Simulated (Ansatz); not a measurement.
A run of Ansatz 0.2.0:

Contents of input.yaml:

```yaml
crystal:
  lattice: { a: 6.4666856, b: 6.4666856, c: 6.4666856, alpha: 90.0, beta: 90.0, gamma: 90.0 }
  space_group: 227
  setting: { hermann_mauguin: Fd-3m, origin_choice: 1 }
  reduce_to_primitive: true
  atoms:
    - { symbol: Sn, position: [0.25, 0.25, 0.25], spin: 0.5 }
kpoints:
  mp_grid: { grid: [7, 7, 7] }
scf:
  occupations: { method: gaussian, width: 0.05 }
hamiltonian:
  xc: { exchange: pbesol, correlation: pbe }
  pseudopotentials: { kind: all_electron, lapw: { basis_error: 0.002 } }
magnetization:
  spin_polarized: true
output:
  forces: true
  stress: true
  eigenvalues: true
```

Potentials or basis: all-electron LAPW, scalar-relativistic.

Launch:

```bash
$ ansatz run input.yaml --threads 1 --pin off --max-ram 2560MiB --backend cpu --events-out ev --progress --plain --runs-dir out
```

Hardware: 1 thread of Intel(R) Xeon(R) 6975P-C (Granite Rapids) (shared host).

Q: How long does it take, and how much memory?

A: Wall time 17 s on 1 thread of Intel(R) Xeon(R) 6975P-C (Granite Rapids) (shared host), peak memory 0.4 GiB. Counts: scf iterations 14, plane waves 537, k points 20, bands 27.
